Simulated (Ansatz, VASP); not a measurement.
# One calculation of As, two programs

The input INCAR:

```
SYSTEM = As
  ALGO = Normal
  DIPOL = 0.5 0.5 0.347
  EDIFF = 1E-7
  ENCUT = 520
  GGA = PE
  IDIPOL = 3
  ISIF = 2
  ISMEAR = -1
  LASPH = .TRUE.
  LCHARG = .FALSE.
  LDIPOL = .TRUE.
  LREAL = .FALSE.
  LWAVE = .FALSE.
  NBANDS = 12
  NELM = 60
  PREC = Accurate
  SIGMA = 0.02
```

The input KPOINTS:

```
k-points
0
G
  12 12 1
  0 0 0
```

Contents of POSCAR:

```
As
1.0
    3.5749087740      0.0000000000      0.0000000000
   -1.7874543870      3.0650021964      0.0000000000
    0.0000000000      0.0000000000     26.4156438000
As
2
Direct
    0.3330443001      0.6660886002      0.3205320536
    0.6669556999      0.3339113998      0.3725353590
```

Input for Ansatz:

```yaml
crystal:
  lattice:
    - [3.574908774, 0.0, 0.0]
    - [-1.787454387, 3.0650021964, 0.0]
    - [0.0, 0.0, 26.4156438]
  atoms:
    - { symbol: As, position: [0.3330443001, 0.6660886002, 0.3205320536] }
    - { symbol: As, position: [0.6669556999, 0.3339113998, 0.372535359] }
  periodic: [true, true, false]
kpoints:
  mp_grid: { grid: [12, 12, 1] }
  band_path:
    path:
      - [0.0, 0.0, 0.0]
      - [0.5, 0.0, 0.0]
      - [0.3333333333, 0.3333333333, 0.0]
      - [0.0, 0.3125, 0.0]
    npoints: 1
hamiltonian:
  xc: pbe
scf:
  occupations: { method: fermi_dirac, width: 0.02 }
  n_extra_bands: 4
output:
  forces: true
  stress: true
  eigenvalues: true
```

Change from the starting cell: uniaxial_y strain -1.0%.

Alike in both runs: task single point; functional PBE; k mesh 12 × 12 × 1; occupations fermi-dirac, width 0.02 eV; no spin polarisation.

|  | VASP | Ansatz |
| --- | --- | --- |
| version | VASP 6.6.1 | Ansatz 0.2.0 |
| potentials or method | VASP PAW PBE potentials, release 64 (As) | plane waves, PAW |
| plane-wave cutoff (eV) | 520 | 420 |
| valence electrons in the cell | 10 | 30 |

VASP gave:

```
gap on the k mesh at the Fermi level (eV) : 1.53
rms of the force components (eV/Å)        : 0.291
```

Q: Which values does Ansatz return?

A: gap on the k mesh at the Fermi level (eV): 1.53; rms of the force components (eV/Å): 0.233.

Atom by atom the forces differ by 0.059 eV/Å (rms over components). The two sets of potentials don't hold the same shells in valence.
